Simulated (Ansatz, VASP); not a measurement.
Given: the input of a run of Ansatz 0.2.0 on TlBr.

Contents of input.yaml:

```yaml
crystal:
  lattice:
    - [3.9262096223, 0.0, 0.0]
    - [0.0, 3.9262096223, 0.0]
    - [0.0, 0.0, 3.9262096223]
  atoms:
    - { symbol: Tl, position: [0.0, 0.0, 0.0] }
    - { symbol: Br, position: [0.5, 0.5, 0.5] }
kpoints:
  mp_grid: { grid: [7, 7, 7] }
scf:
  occupations: { method: fermi_dirac, width: 0.05 }
hamiltonian:
  xc: pbe
  pseudopotentials: { kind: all_electron, lapw: { basis_error: 0.0005 } }
output:
  forces: true
  stress: true
  eigenvalues: true
```

Potentials or basis: all-electron LAPW, scalar-relativistic.

Run with:

```sh
$ ansatz run input.yaml --threads 1 --pin off --max-ram 3072MiB --backend cpu --events-out ev --progress --plain --runs-dir out
```

**Question.** Set up the same calculation for VASP 6.6.1. Potentials there: VASP PAW PBE potentials, release 64 (Tl_d, Br).

**Answer.** As run (the cutoff follows the program's own potentials):

INCAR

```
SYSTEM = TlBr
  PREC = Accurate
  ENCUT = 520
  EDIFF = 1E-7
  ISMEAR = -1
  SIGMA = 0.05
  LREAL = .False.
  LASPH = .True.
  NELM = 100
  ALGO = Normal
  ISIF = 2
  LWAVE = .False.
  LCHARG = .True.
  GGA = PE
  LELF = .True.
  LVHAR = .True.
  NBANDS = 17
```

Contents of KPOINTS:

```
Automatic mesh
0
Gamma
  7 7 7
  0 0 0
```

Contents of POSCAR:

```
TlBr
1.0
    3.9262096223      0.0000000000      0.0000000000
    0.0000000000      3.9262096223      0.0000000000
    0.0000000000      0.0000000000      3.9262096223
Tl Br
1 1
Direct
    0.0000000000      0.0000000000      0.0000000000
    0.5000000000      0.5000000000      0.5000000000
```

Potentials or basis: VASP PAW PBE potentials, release 64 (Tl_d, Br).

Run with:

```bash
$ cat potpaw_PBE.64/Tl_d/POTCAR potpaw_PBE.64/Br/POTCAR > POTCAR
$ mpirun -np 1 vasp_std > vasp.out
```

Both were run:

|  | VASP | Ansatz | Ansatz less VASP |
| --- | --- | --- | --- |
| gap on the k mesh at the Fermi level (eV) | 2.24 | 2.23 | -0.005 |
| least direct gap on the mesh (eV) | 2.24 | 2.23 | -0.005 |
| pressure (GPa) | 2.4 | 2.4 | +0.04 |

Ansatz ran all-electron here, so the differences hold the error of VASP's frozen core and of both bases.

Caveats: spin-orbit coupling is left out, which as a rule narrows the gap of such compounds by several tenths of an eV; an odd mesh through Γ misses points on the zone boundary, where band edges often lie.
